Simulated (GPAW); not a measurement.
# How the functional moves the magnetism of free-standing triangular Cr monolayer, spacing 2.714 A, part 2 of 2

Two starts of free-standing triangular Cr monolayer, spacing 2.714 A are run at each set of the functional. What moves?

GPAW 26.7.0; several functionals; plane waves with GPAW's PAW setups, scalar-relativistic.

So far, largest spin moment in the augmentation sphere (μB): step 2 (rung 1 (LDA), start ferro +) 3.30; step 5 (rung 2 (PBE), start antiferro q=(0,1/2,0) +-) 3.44; step 6 (rung 3 (revPBE), start ferro +) 3.34; step 7 (rung 3 (revPBE), start antiferro q=(0,1/2,0) +-) 3.49; step 8 (rung 4 (RPBE), start ferro +) 3.35.

### Step 9. Set 4 (RPBE), start antiferro q=(0,1/2,0) +-

Level of this step: RPBE; plane waves with GPAW's PAW setups, scalar-relativistic (GPAW).

order2.py reads:

```python
import json
import numpy as np
from ase import Atoms
from ase.parallel import paropen, parprint
from gpaw import GPAW

atoms = Atoms(['Cr', 'Cr'],
    cell=[[2.714, 0.0, 0.0],
         [-2.714, 4.700786, 0.0],
         [0.0, 0.0, 14.0]],
    scaled_positions=[[0.0, 0.0, 0.5],
         [0.0, 0.5, 0.5]],
    pbc=True,
    magmoms=[2.5, -2.5])
atoms.calc = GPAW(mode={'name': 'pw', 'ecut': 600},
    xc='RPBE',
    kpts={'size': (12, 6, 1), 'gamma': True},
    occupations={'name': 'fermi-dirac', 'width': 0.1},
    convergence={'density': 1e-05, 'energy': 1e-05},
    maxiter=200,
    mixer={'name': 'pulay', 'beta': 0.05, 'nmaxold': 9, 'weight': 1},
    symmetry={'tolerance': 1e-4},
    txt='order2.txt')
e = atoms.get_potential_energy(force_consistent=True)
res = {'free_energy': e, 'energy_sigma0': atoms.get_potential_energy(), 'fermi_energy': atoms.calc.get_fermi_level()}
res['moments'] = atoms.get_magnetic_moments().tolist()
res['total'] = atoms.get_magnetic_moment()
parprint('site moments (muB):', np.round(res['moments'], 3))
parprint(f"total moment: {res['total']:.3f} muB")
parprint(f'free energy: {e:.6f} eV')
atoms.calc.write('order2.gpw')
with paropen('results.json', 'w') as f:
    json.dump(res, f)
```

The run is started by

```
$ OMP_NUM_THREADS=1 python3 order2.py > order2.log
```

Numbers of over 12 decimals in the logs are rounded to 6 here.

Output:

```text
site moments (muB): [ 3.495 -3.495]
total moment: -0.000 muB
free energy: -14.547213 eV

--- order2.txt ---
Input parameters:
  mode=PW(ecut=600),
  convergence={'density': 1e-05, 'energy': 1e-05},
  kpts=MonkhorstPack(size=(12, 6, 1), gamma=True),
  maxiter=200,
  mixer=Pulay(name='pulay', nmaxold=9, beta=0.05, weight=1, sigma=0.015, g_ss=None),
  occupations=Occupations(name='fermi-dirac', width=0.1),
[...]
|          3 |        -3.223 |     1.000 |        -3.223 |     1.000 |
|          4 |        -2.416 |     0.992 |        -2.416 |     0.992 |
[...]
|          8 |         0.295 |     0.000 |         0.295 |     0.000 |
|          9 |         0.833 |     0.000 |         0.833 |     0.000 |
|         10 |         1.700 |     0.000 |         1.700 |     0.000 |
|         11 |         1.749 |     0.000 |         1.749 |     0.000 |

No gap
No difference between direct/indirect transitions


[key lines of the parts left out:]
Free energy:     -14.547213
Converged in 25 steps
dipole moment: (-6.483930, -11.230446, 0.000152)  # |e|*Ang
Fermi level: -1.938
```

Elapsed: 100 s, on 1 MPI rank of AMD EPYC 7B13 (Zen 3), shared host; peak memory 0.34 GiB.

This step gave:

* magnetization: 0 μB
* final state: antiferromagnetic
* largest moment: 3.495 μB

This start lies -481.8 meV a seeded atom from the first, a change of -6.3 meV since set 3; its largest moment is 3.50 μB.

### Step 10. Set 5 (TPSS), start ferro +

order1.py reads:

```python
import json
import numpy as np
from ase import Atoms
from ase.parallel import paropen, parprint
from gpaw import GPAW

atoms = Atoms(['Cr'],
    cell=[[2.714, 0.0, 0.0],
         [-1.357, 2.350393, 0.0],
         [0.0, 0.0, 14.0]],
    scaled_positions=[[0.0, 0.0, 0.5]],
    pbc=True,
    magmoms=[2.5])
atoms.calc = GPAW(mode={'name': 'pw', 'ecut': 600},
    xc='TPSS',
    kpts={'size': (12, 12, 1), 'gamma': True},
    occupations={'name': 'fermi-dirac', 'width': 0.1},
    convergence={'density': 1e-05, 'energy': 1e-05},
    maxiter=200,
    mixer={'name': 'pulay', 'beta': 0.05, 'nmaxold': 9, 'weight': 1},
    eigensolver='davidson',
    symmetry={'tolerance': 1e-4},
    txt='order1.txt')
e = atoms.get_potential_energy(force_consistent=True)
res = {'free_energy': e, 'energy_sigma0': atoms.get_potential_energy(), 'fermi_energy': atoms.calc.get_fermi_level()}
res['moments'] = atoms.get_magnetic_moments().tolist()
res['total'] = atoms.get_magnetic_moment()
parprint('site moments (muB):', np.round(res['moments'], 3))
parprint(f"total moment: {res['total']:.3f} muB")
parprint(f'free energy: {e:.6f} eV')
atoms.calc.write('order1.gpw')
with paropen('results.json', 'w') as f:
    json.dump(res, f)
```

The run is started by

```
$ OMP_NUM_THREADS=1 python3 order1.py > order1.log
```

Output:

```text
site moments (muB): [3.35]
total moment: 4.271 muB
free energy: -14.071464 eV

--- order1.txt ---
Input parameters:
  mode=PW(ecut=600),
  convergence={'density': 1e-05, 'energy': 1e-05},
  eigensolver=Davidson(niter=2),
  kpts=MonkhorstPack(size=(12, 12, 1), gamma=True),
  maxiter=200,
  mixer=Pulay(name='pulay', nmaxold=9, beta=0.05, weight=1, sigma=0.015, g_ss=None),
[...]
|          3 |        -3.109 |     1.000 |         0.014 |     0.000 |
|          4 |        -2.398 |     0.996 |         0.014 |     0.000 |
|          5 |        -1.851 |     0.540 |         2.083 |     0.000 |
|          6 |        -1.851 |     0.540 |         2.083 |     0.000 |
|          7 |         1.714 |     0.000 |         2.140 |     0.000 |
|          8 |         2.623 |     0.000 |         3.152 |     0.000 |

No gap
No difference between direct/indirect transitions


[key lines of the parts left out:]
Free energy:     -14.071464
Converged in 36 steps
dipole moment: (-3.263149, -5.651940, 0.000076)  # |e|*Ang
Fermi level: -1.835
```

It took 97 s on 1 MPI rank; peak memory 0.27 GiB.

This step gave:

```yaml
magnetization: 4.271 μB
final_state: ferromagnetic
largest_moment: 3.350 μB
```

The largest moment is that of set 4, at 3.4 times its CPU time.

### Step 11. Set 5 (TPSS), start antiferro q=(0,1/2,0) +-

order2.py is the script of step 9 with these lines changed:

```diff
@@ -15,3 +15,3 @@
 atoms.calc = GPAW(mode={'name': 'pw', 'ecut': 600},
-    xc='RPBE',
+    xc='TPSS',
     kpts={'size': (12, 6, 1), 'gamma': True},
@@ -21,2 +21,3 @@
     mixer={'name': 'pulay', 'beta': 0.05, 'nmaxold': 9, 'weight': 1},
+    eigensolver='davidson',
     symmetry={'tolerance': 1e-4},
```

The run is started by

```
$ OMP_NUM_THREADS=1 python3 order2.py > order2.log
```

Output:

```text
site moments (muB): [ 3.478 -3.478]
total moment: 0.000 muB
free energy: -29.054492 eV

--- order2.txt ---
Input parameters:
  mode=PW(ecut=600),
  convergence={'density': 1e-05, 'energy': 1e-05},
  eigensolver=Davidson(niter=2),
  kpts=MonkhorstPack(size=(12, 6, 1), gamma=True),
  maxiter=200,
  mixer=Pulay(name='pulay', nmaxold=9, beta=0.05, weight=1, sigma=0.015, g_ss=None),
[...]
|          3 |        -3.364 |     1.000 |        -3.364 |     1.000 |
|          4 |        -2.555 |     0.994 |        -2.555 |     0.994 |
[...]
|          8 |         0.305 |     0.000 |         0.305 |     0.000 |
|          9 |         0.798 |     0.000 |         0.798 |     0.000 |
|         10 |         1.710 |     0.000 |         1.710 |     0.000 |
|         11 |         1.754 |     0.000 |         1.754 |     0.000 |

No gap
No difference between direct/indirect transitions


[key lines of the parts left out:]
Free energy:     -29.054492
Converged in 39 steps
dipole moment: (-6.514526, -11.283438, 0.000152)  # |e|*Ang
Fermi level: -2.052
```

Run time: 7 min. Hardware: 1 MPI rank; peak memory 0.4 GiB.

Read from the output:

```yaml
magnetization: 0 μB
final_state: antiferromagnetic
largest_moment: 3.478 μB
```

This start lies -455.8 meV a seeded atom from the first, a change of +26.0 meV since set 4; its largest moment is 3.48 μB.

### Step 12. The sets together

List, by row:

```
set  functional  state from the first start  state from the second start  second less first (meV a seeded atom)  moment, first (μB)  moment, second (μB)  CPU time (s)
   1         LDA               ferromagnetic            antiferromagnetic                                 -399.6               3.296                3.336         238.3
   2         PBE               ferromagnetic            antiferromagnetic                                 -467.7               3.321                3.443         140.9
   3      revPBE               ferromagnetic            antiferromagnetic                                 -475.5               3.344                3.487         135.7
   4        RPBE               ferromagnetic            antiferromagnetic                                 -481.8               3.351                3.495         127.8
   5        TPSS               ferromagnetic            antiferromagnetic                                 -455.8                3.35                3.478         513.7
```

### Step 13. Outcome

- range of the moment in the table, second start: 3.34 to 3.50 μB
- range of CPU time: 2.1 min to 8.6 min
- range of the energy difference: -482 to -400 meV a seeded atom

What this shows: For the second start the functionals give moments from 3.34 to 3.50 μB and energy differences from -482 to -400 meV a seeded atom; all use the same cell, so differences in their own lattice constants don't enter. The second start ends lower on every set of the table.

[Logs and program files are shortened in this print: banners, set-up blocks, solver, clock and traceback lines can be left out without a mark of their own.]

[Logs are printed without paths, hosts, clocks, repeated set-up lines and the standing remarks that a program may print on its own settings, such as how far it seeks lower states.]

[Hosts, paths, dates, database ids (printed as entryN), source tags and the programs' standing remarks are cut or masked in the printed files.]

[Where a cell is said to come from a database of computed structures, the database is the Materials Project.]
